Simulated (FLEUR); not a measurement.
# Zr (P6_3/mmc) in FLEUR: a series of runs, part 2 of 2

FLEUR MaX-R8.1 (later development tree).

## Step 3: Equation of state, SCAN, 21.88 Å³/atom (volume scaled by 0.94)

The input, inp.xml:

```xml
<?xml version="1.0" encoding="UTF-8" standalone="no"?>
<fleurInput fleurInputVersion="0.39">
   <comment>
      Zr                                                                                                  
   </comment>
   <calculationSetup>
      <cutoffs Kmax="4.1" Gmax="12.7" GmaxXC="12.7" numbands="0"/>
      <scfLoop itmax="80" minDistance="0.0001" maxIterBroyd="30" imix="Anderson" alpha="0.05" precondParam="0.0" spinf="2.0" sdNocoIR="T"/>
      <coreElectrons ctail="F" frcor="F" kcrel="0" coretail_lmax="0"/>
      <xcFunctional name="LibXC" relativisticCorrections="F">
         <LibXCName exchange="mgga_x_scan" correlation="mgga_c_scan"/>
         <AuxGGA exchange="117" correlation="130"/>
      </xcFunctional>
      <magnetism jspins="1"/>
      <soc l_soc="F" theta="0.0" phi="0.0" spav="F"/>
      <expertModes spex="0" secvar="F"/>
      <geometryOptimization l_f="F" forcealpha="1.0" forcemix="BFGS" epsdisp="0.00001" epsforce="0.00001"/>
      <ldaU l_linMix="F" mixParam="0.05" spinf="1.0"/>
   </calculationSetup>
   <cell>
      <bzIntegration valenceElectrons="24.0" mode="hist" fermiSmearingEnergy="0.00183747">
         <kPointListSelection listName="default-1"/>
         <!-- k-points included here -->
         <xi:include xmlns:xi="http://www.w3.org/2001/XInclude" href="kpts.xml"> </xi:include>
      </bzIntegration>
      <!-- symmetry operations included here -->
      <xi:include xmlns:xi="http://www.w3.org/2001/XInclude" href="sym.xml"> </xi:include>
      <bulkLattice scale="0.9795861087">
         <bravaisMatrix>
            <row-1>    6.1075948347072000     0.0000000000000000     0.0000000000000000</row-1>
            <row-2>   -3.0537974173536000     5.2893322828198945     0.0000000000000000</row-2>
            <row-3>    0.0000000000000000     0.0000000000000000     9.7264203633161994</row-3>
         </bravaisMatrix>
      </bulkLattice>
   </cell>
   <atomSpecies>
      <species name="Zirconium (Zr)" element="Zr" atomicNumber="40">
         <mtSphere radius="2.66" gridPoints="879" logIncrement="0.015"/>
         <atomicCutoffs lmax="10" lnonsphr="10"/>
         <electronConfig flipSpins="F">
            <coreConfig>(1s1/2) (2s1/2) (2p1/2) (2p3/2) (3s1/2) (3p1/2) (3p3/2) (3d3/2) (3d5/2)</coreConfig>
            <valenceConfig>(4s1/2) (4p1/2) (4p3/2) (5s1/2) (4d3/2) (4d5/2)</valenceConfig>
            <stateOccupation state="(4d3/2)" spinUp="0.400000" spinDown="0.400000"/>
            <stateOccupation state="(4d5/2)" spinUp="0.600000" spinDown="0.600000"/>
         </electronConfig>
         <energyParameters s="5" p="5" d="4" f="4"/>
         <lo type="SCLO" l="0" n="4" eDeriv="0"/>
         <lo type="SCLO" l="1" n="4" eDeriv="0"/>
         <lo type="SCLO" l="1" n="4" eDeriv="1"/>
         <lo type="SCLO" l="2" n="4" eDeriv="2"/>
         <lo type="SCLO" l="3" n="4" eDeriv="2"/>
      </species>
   </atomSpecies>
   <atomGroups>
      <atomGroup species="Zirconium (Zr)">
         <relPos label="                   1">-1.000/3.000 1.000/3.000 -1.000/4.000</relPos>
         <relPos label="                   2">1.000/3.000 -1.000/3.000 1.000/4.000</relPos>
         <force calculate="T" relaxXYZ="TTT"/>
      </atomGroup>
   </atomGroups>
   <output dos="F" band="F" slice="F">
      <checks vchk="F" cdinf="F"/>
      <bandDOS minEnergy="-.5*Htr" maxEnergy="0.5*Htr" sigma="0.015" storeEVData="T"/>
      <vacuumDOS vacdos="F" integ="F" star="F" nstars="0" locx1="0.0" locy1="0.0" locx2="0.0" locy2="0.0" nstm="0" tworkf="0.0"/>
      <unfoldingBand unfoldBand="F" supercellX="1" supercellY="1" supercellZ="1"/>
      <plotting iplot="0" polar="F">
         <plot TwoD="T" vec1="  1.0  0.0  0.0" vec2="  0.0  1.0  0.0" vec3="  0.0  0.0  1.0" zero="  0.0  0.0  0.0" file="plot"/>
      </plotting>
      <chargeDensitySlicing numkpt="0" minEigenval="0.0" maxEigenval="0.0" nnne="0" pallst="F"/>
      <specialOutput eonly="F"/>
      <moessbauerParams electricFieldGradient="T" isomerShift="T" coreHyperfine="T" valenceHyperfine="T"/>
      <magneticCircularDichroism mcd="F" energyLo="-10.0" energyUp="0.0"/>
   </output>
  <!-- We include the file relax.xml here to enable relaxations (see documentation) -->
  <xi:include xmlns:xi="http://www.w3.org/2001/XInclude" href="relax.xml"> <xi:fallback/> </xi:include>
</fleurInput>
```

Potentials or basis: all-electron, FLAPW.

Command:

```
$ inpgen -f crystal.txt -profile fastHighL
$ # inp.xml edited to the form shown
$ fleur_MPI
```

The program printed:

```text
Welcome to FLEUR        (www.flapw.de)
      MaX-Release 8.1          (www.max-centre.eu)
 func_ids         267         263         267         263
 MetaGGA potential functional detected - V_tau will be computed
 Auxiliary Potential for radial basis: exchange=         117  correlation=         130
The functional 'SCAN exchange of Sun, Ruzsinszky, and Perdew' is an exchange functional, it belongs to the 'MGGA' family and is defined in the reference(s):
[1] J. Sun, A. Ruzsinszky, and J. P. Perdew.,  Phys. Rev. Lett. 115, 036402 (2015)
The functional 'SCAN correlation of Sun, Ruzsinszky, and Perdew' is a correlation functional, it belongs to the 'MGGA' family and is defined in the reference(s):
[1] J. Sun, A. Ruzsinszky, and J. P. Perdew.,  Phys. Rev. Lett. 115, 036402 (2015)
 Using same functional for VXC and EXC

 ========== k-point set info ==========
 Selected k-point list: default-1
 k-point list type: mesh
[... 33 lines left out ...]
[1] J. P. Perdew, K. Burke, and M. Ernzerhof.,  Phys. Rev. Lett. 77, 3865 (1996)
[2] J. P. Perdew, K. Burke, and M. Ernzerhof.,  Phys. Rev. Lett. 78, 1396 (1997)
 Using same functional for VXC and EXC
 Iteration:     3   Distance:      21.05102887 me/bohr^3
The functional 'Hammer, Hansen, and Norskov' is an exchange functional, it belongs to the 'GGA' family and is defined in the reference(s):
[1] B. Hammer, L. B. Hansen, and J. K. Nørskov.,  Phys. Rev. B 59, 7413 (1999)
[... 61 lines left out ...]
The functional 'Hammer, Hansen, and Norskov' is an exchange functional, it belongs to the 'GGA' family and is defined in the reference(s):
[1] B. Hammer, L. B. Hansen, and J. K. Nørskov.,  Phys. Rev. B 59, 7413 (1999)
The functional 'Perdew, Burke & Ernzerhof' is a correlation functional, it belongs to the 'GGA' family and is defined in the reference(s):
[1] J. P. Perdew, K. Burke, and M. Ernzerhof.,  Phys. Rev. Lett. 77, 3865 (1996)
[2] J. P. Perdew, K. Burke, and M. Ernzerhof.,  Phys. Rev. Lett. 78, 1396 (1997)
 Using same functional for VXC and EXC
 Iteration:    13   Distance:       0.00032726 me/bohr^3
The functional 'Hammer, Hansen, and Norskov' is an exchange functional, it belongs to the 'GGA' family and is defined in the reference(s):
[1] B. Hammer, L. B. Hansen, and J. K. Nørskov.,  Phys. Rev. B 59, 7413 (1999)
The functional 'Perdew, Burke & Ernzerhof' is a correlation functional, it belongs to the 'GGA' family and is defined in the reference(s):
[1] J. P. Perdew, K. Burke, and M. Ernzerhof.,  Phys. Rev. Lett. 77, 3865 (1996)
[2] J. P. Perdew, K. Burke, and M. Ernzerhof.,  Phys. Rev. Lett. 78, 1396 (1997)
 Using same functional for VXC and EXC
 Iteration:    14   Distance:       0.00004459 me/bohr^3

 ********************************************************************
 Run finished successfully
 Stop message:
   all done
 ********************************************************************
```

Wall time 22 s (1 thread of Intel Xeon 6975P-C (Granite Rapids), shared host); peak memory 0.09 GiB.

What came out:

| Property | Result |
| --- | --- |
| Free energy | -195906.5526 eV |
| Band gap on the k mesh | none (metal or under the smearing width) |
| Valence electrons inside the program's atomic spheres | Zr 10.17 (radii Zr 2.66 bohr) |

Caveat: the meta-GGA is that of a development version, with a GGA for the radial functions and cores and without core tails.

## Step 4: Equation of state, SCAN, 22.35 Å³/atom (volume scaled by 0.96)

Edit inp.xml of step 3 so:

```diff
@@ -27,3 +27,3 @@
       <xi:include xmlns:xi="http://www.w3.org/2001/XInclude" href="sym.xml"> </xi:include>
-      <bulkLattice scale="0.9795861087">
+      <bulkLattice scale="0.9864848297">
          <bravaisMatrix>
```

Command:

```
$ inpgen -f crystal.txt -profile fastHighL
$ # inp.xml edited to the form shown
$ fleur_MPI
```

It took 24 s on 1 thread of Intel Xeon 6975P-C (Granite Rapids), shared host; peak memory 0.09 GiB.

It converged, with:

| Quantity | Value |
| --- | --- |
| Free energy | -195906.5844 eV |
| Band gap on the k mesh | none (metal or under the smearing width) |
| Valence electrons inside the program's atomic spheres | Zr 10.14 (radii Zr 2.66 bohr) |

Caveat: the meta-GGA is that of a development version, with a GGA for the radial functions and cores and without core tails.

## Step 5: Equation of state, SCAN, 23.28 Å³/atom

Edit inp.xml of step 4 so:

```diff
@@ -27,3 +27,3 @@
       <xi:include xmlns:xi="http://www.w3.org/2001/XInclude" href="sym.xml"> </xi:include>
-      <bulkLattice scale="0.9864848297">
+      <bulkLattice scale="1.0000000000">
          <bravaisMatrix>
```

Command:

```
$ inpgen -f crystal.txt -profile fastHighL
$ # inp.xml edited to the form shown
$ fleur_MPI
```

Wall time 25 s (1 thread of Intel Xeon 6975P-C (Granite Rapids), shared host); peak memory 0.09 GiB.

It converged, with:

```yaml
Free_energy: -195906.6093 eV
Band_gap_on_the_k_mesh: none (metal or under the smearing width)
Valence_electrons_inside_the_program's_atomic_spheres: Zr 10.07 (radii Zr 2.66 bohr)
```

Caveat: the meta-GGA is that of a development version, with a GGA for the radial functions and cores and without core tails.

## Step 6: Equation of state, SCAN, 24.21 Å³/atom (volume scaled by 1.04)

Edit inp.xml of step 5 so:

```diff
@@ -27,3 +27,3 @@
       <xi:include xmlns:xi="http://www.w3.org/2001/XInclude" href="sym.xml"> </xi:include>
-      <bulkLattice scale="1.0000000000">
+      <bulkLattice scale="1.0131594038">
          <bravaisMatrix>
```

Potentials or basis: all-electron, FLAPW.

Command:

```
$ inpgen -f crystal.txt -profile fastHighL
$ # inp.xml edited to the form shown
$ fleur_MPI
```

It took 27 s on 1 thread of Intel Xeon 6975P-C (Granite Rapids), shared host; peak memory 0.09 GiB.

Results (log left out):

- Free energy: -195906.5889 eV
- Band gap on the k mesh: none (metal or under the smearing width)
- Valence electrons inside the program's atomic spheres: Zr 10.01 (radii Zr 2.66 bohr)

Caveat: the meta-GGA is that of a development version, with a GGA for the radial functions and cores and without core tails.

## Step 7: Equation of state, SCAN, 24.68 Å³/atom (volume scaled by 1.06)

Edit inp.xml of step 6 so:

```diff
@@ -27,3 +27,3 @@
       <xi:include xmlns:xi="http://www.w3.org/2001/XInclude" href="sym.xml"> </xi:include>
-      <bulkLattice scale="1.0131594038">
+      <bulkLattice scale="1.0196128224">
          <bravaisMatrix>
```

Command:

```
$ inpgen -f crystal.txt -profile fastHighL
$ # inp.xml edited to the form shown
$ fleur_MPI
```

Wall time 29 s (1 thread of Intel Xeon 6975P-C (Granite Rapids), shared host); peak memory 0.09 GiB.

It converged, with:

| Item | Value |
| --- | --- |
| Free energy | -195906.5642 eV |
| Band gap on the k mesh | none (metal or under the smearing width) |
| Valence electrons inside the program's atomic spheres | Zr 9.98 (radii Zr 2.66 bohr) |

Caveat: the meta-GGA is that of a development version, with a GGA for the radial functions and cores and without core tails.

## Step 8: Equation of state, SCAN

No new run: the results of the series are fitted here.

What came out:

* Equilibrium volume: 23.30 Å³/atom
* Bulk modulus at fixed shape and positions: 96 GPa

Energy against volume, from the lowest point:
| volume (Å³/atom) | energy (meV/atom) |
| --- | --- |
| 21.884 | 28.35 |
| 22.350 | 12.45 |
| 23.281 | 0.00 |
| 24.212 | 10.17 |
| 24.678 | 22.54 |

Caveat: the meta-GGA is that of a development version, with a GGA for the radial functions and cores and without core tails; the cell was scaled at fixed shape and fractional positions, which overstates the stiffness of a crystal with free parameters, most of all of layers and chains.
